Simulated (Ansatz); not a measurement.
A run of Ansatz 0.2.0 is set up as follows.

File input.yaml:

```yaml
crystal:
  lattice:
    - [3.113, 0.0, 0.0]
    - [-1.5565, 2.695937082, 0.0]
    - [0.0, 0.0, 4.981]
  atoms:
    - { symbol: Al, position: [0.6666666667, 0.3333333333, 0.5] }
    - { symbol: Al, position: [0.3333333333, 0.6666666667, 0.0] }
    - { symbol: "N", position: [0.6666666667, 0.3333333333, 0.88] }
    - { symbol: "N", position: [0.3333333333, 0.6666666667, 0.38] }
hamiltonian:
  xc: pbe
  pseudopotentials: { kind: paw }
kpoints:
  mp_grid: { grid: [10, 10, 6] }
scf:
  occupations: { method: gaussian, width: 0.012 }
output:
  forces: true
  stress: true
  eigenvalues: true
  write_density: true
  write_potential: true
  elf: true
  volumetric_format: npy
```

Potentials or basis: Ansatz PAW.

Launch:

```console
$ ansatz run input.yaml --threads 2 --pin off --max-ram 5632MiB --backend cpu --events-out ev --progress --plain --runs-dir out
```

Q: Estimate the largest force.

A: 0.129 eV/Å.

Q: Estimate the pressure.

A: 3.7 GPa.

Q: Predict the band gap on the k mesh.

A: 4.21 eV, direct.

Forces on the atoms (eV/Å):
```
Al   0.000  0.000 -0.129
Al   0.000  0.000 -0.129
N    0.000  0.000  0.129
N    0.000  0.000  0.129
```

Caveat: the pressure holds a Pulay correction of +0.5 GPa for the finite cutoff.

**What was measured.**

“Self-assembly of well-separated AlN nanowires directly on sputtered metallic TiN films”, 2019, arxiv:1910.07391 quotes, for a bulk crystal of AlN at 10 K: band gap 6.034 eV (an exciton energy, a little under the gap).

Measured gap of AlN: 6.034 eV (an exciton energy, a little under the gap; 10 K; quoted in “Self-assembly of well-separated AlN nanowires directly on sputtered metallic TiN films”, 2019, arxiv:1910.07391). This calculation gives 4.21 eV (-1.82 eV). 2 values of this kind are on record (6.034 to 6.0343 eV); this one was drawn at random. The value is that of PBE on a finite k mesh, which can miss the band edges, without temperature or zero-point motion. Semilocal functionals fall short of measured gaps as a rule.
